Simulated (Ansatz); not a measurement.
# CsBr: stiffness from strained cells

Aim: the elastic tensor from the stress of slightly strained cells, and the moduli that follow. Runs: cell and atoms relaxed (PAW); reference run (PAW); ions clamped (PAW); cell relaxed at 30 GPa (PAW); at 30 GPa (PAW).

The COD entry's cell or inner coordinates are ideal or old and differ from later refinements, so a difference from it is no clean test against experiment.

Method: DFT r²SCAN, frozen-core PAW, scalar-relativistic unless said, in Ansatz 0.2.0.

## Step 1: The structure to begin with

It takes space group Pm-3m (No. 221, cubic). The conventional cell has a = 4.286 Å, b = 4.286 Å, c = 4.286 Å, α = 90.00°, β = 90.00°, γ = 90.00°. Around Cs (site symmetry m-3m) lie 8 Br at 3.71 Å. Around Br (site symmetry m-3m) lie 8 Cs at 3.71 Å.

Coordinates:

```cif
data_structure
_symmetry_space_group_name_H-M 'Pm-3m'
_symmetry_Int_Tables_number 221
_cell_length_a 4.2860
_cell_length_b 4.2860
_cell_length_c 4.2860
_cell_angle_alpha 90.000
_cell_angle_beta 90.000
_cell_angle_gamma 90.000
_cell_volume 78.73
loop_
_atom_site_label
_atom_site_type_symbol
_atom_site_symmetry_multiplicity
_atom_site_Wyckoff_symbol
_atom_site_fract_x
_atom_site_fract_y
_atom_site_fract_z
_atom_site_occupancy
Cs1 Cs 1 a 0.00000 0.00000 0.00000 1
Br1 Br 1 b 0.50000 0.50000 0.50000 1
```

Cartesian axes are those of the input's lattice vectors. The structure goes back to a database entry.

## Step 2: Cell and atoms relaxed, PAW

Contents of input.yaml:

```yaml
crystal:
  lattice:
    - [4.286, 0.0, 0.0]
    - [0.0, 4.286, 0.0]
    - [0.0, 0.0, 4.286]
  atoms:
    - { symbol: Cs, position: [0.0, 0.0, 0.0] }
    - { symbol: Br, position: [0.5, 0.5, 0.5] }
kpoints:
  mp_grid: { grid: [10, 10, 10] }
scf:
  occupations: { method: fermi_dirac, width: 0.05 }
hamiltonian:
  xc: r2scan
  pseudopotentials: { kind: paw }
relax:
  f_tol: 0.002
  max_steps: 80
  cell: {}
output:
  forces: true
  stress: true
  write_density: true
  write_potential: true
  elf: true
  volumetric_format: npy
```

The run is started by

```bash
ansatz run input.yaml --threads 1 --pin off --max-ram 2560MiB --backend cpu --events-out ev --progress --plain --runs-dir out
```

## Step 3: Reference run, PAW

Contents of input.yaml:

```yaml
crystal:
  lattice:
    - [4.32259185441, 0.0, 0.0]
    - [0.0, 4.32259185441, 0.0]
    - [0.0, 0.0, 4.32259185441]
  atoms:
    - { symbol: Cs, position: [0.0, 0.0, 0.0] }
    - { symbol: Br, position: [0.5, 0.5, 0.5] }
kpoints:
  mp_grid: { grid: [6, 6, 6] }
scf:
  occupations: { method: fixed }
hamiltonian:
  xc: r2scan
  pseudopotentials: { kind: paw }
elastic:
  mode: relaxed_ion
  stencil: two_point
  amplitude: 0.008
```

## Step 4: Ions clamped, PAW

input.yaml: that of step 3 with these lines changed.

```diff
@@ -16,3 +16,3 @@
 elastic:
-  mode: relaxed_ion
+  mode: clamped_ion
   stencil: two_point
```

## Step 5: Cell relaxed at 30 GPa, PAW

input.yaml: that of step 4 with these lines changed.

```diff
@@ -15,5 +15,8 @@
   pseudopotentials: { kind: paw }
-elastic:
-  mode: clamped_ion
-  stencil: two_point
-  amplitude: 0.008
+relax:
+  f_tol: 0.002
+  max_steps: 80
+  cell: { p_target: 30 }
+output:
+  forces: true
+  stress: true
```

## Step 7: At 30 GPa, PAW

Contents of input.yaml:

```yaml
crystal:
  lattice:
    - [3.63395062937, 0.0, 0.0]
    - [0.0, 3.63395062937, 0.0]
    - [0.0, 0.0, 3.63395062937]
  atoms:
    - { symbol: Cs, position: [0.0, 0.0, 0.0] }
    - { symbol: Br, position: [0.5, 0.5, 0.5] }
kpoints:
  mp_grid: { grid: [6, 6, 6] }
scf:
  occupations: { method: fixed }
hamiltonian:
  xc: r2scan
  pseudopotentials: { kind: paw }
elastic:
  mode: relaxed_ion
  stencil: two_point
  amplitude: 0.008
```

(Steps that only read results are left out.)

**Question.** What will these runs give? Wanted: C11; C12; C44; bulk, shear and Young's modulus; Debye temperature from sound speeds; universal anisotropy index.

**Answer**, as computed:

| quantity | value |
| --- | --- |
| C11 (PAW) | 31 GPa |
| C12 (PAW) | 8 GPa |
| C44 (PAW) | 8 GPa |
| bulk, shear and Young's modulus | 15, 9, 23 GPa |
| Debye temperature from sound speeds | 140 K |
| universal anisotropy index | 0.13 |

All eigenvalues are positive, so the crystal is mechanically stable; by PAW K = 15 and G = 9 GPa, K/G = 1.67, on the brittle side of Pugh's rough line at 1.75, which was drawn for metals. Young's modulus runs from 21 to 27 GPa with direction. Clamping the ions changes no constant by more than 1 GPa. At 30 GPa K rises to 130 GPa. Cautions: frozen-core PAW files fitted under PBE, their cores solved anew for the functional of the run.
